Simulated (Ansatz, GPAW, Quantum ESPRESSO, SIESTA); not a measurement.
SrCl2: programs and potentials compared

```
CELL_PARAMETERS angstrom
0.00000 3.48835 3.48835
3.48835 0.00000 3.48835
3.48835 3.48835 0.00000
ATOMIC_POSITIONS crystal
Sr 0.00000 0.00000 0.00000
Cl 0.75000 0.75000 0.75000
Cl 0.25000 0.25000 0.25000
```

Alike in all runs: task band structure; functional LDA; k mesh 7 × 7 × 7; occupations fermi-dirac, width 0.05 eV; no spin polarisation; no spin-orbit coupling. LDA stands for any of its common fits. Pressure is positive in compression and, in plane waves, holds the error of the finite cutoff, which Ansatz's Pulay term estimates and takes out. Gaps are the smaller of the mesh's and the band path's.

```tsv
program and potentials	plane-wave cutoff (eV)	notes	band gap (eV)	pressure (GPa)
Ansatz, Ansatz PAW	420	potentials made for PBE, which Ansatz adapts in part	4.88	-2.85
SIESTA, files PseudoDojo sr-lda-0.4.1-standard, DZP (energy shift 0.003 Ry; two zetas on semicore shells; d shell added on Sr)	-	atomic basis	5.02	-2.65
Ansatz, all-electron LAPW, scalar-relativistic	-	-	4.88	-2.84
GPAW, the program's PAW data sets (release 1.2.1) made for this functional	600	-	?	?
Quantum ESPRESSO, GBRV 1.5 LDA	612	-	4.88	-2.87
```

**Question.** Estimate from the other rows what the run with GPAW, the program's PAW data sets (release 1.2.1) made for this functional gave.

**Answer.** Band gap 4.88 eV; pressure -2.78 GPa. The other rows, which needn't bracket it: band gap 4.88 to 5.02; pressure -2.87 to -2.65.
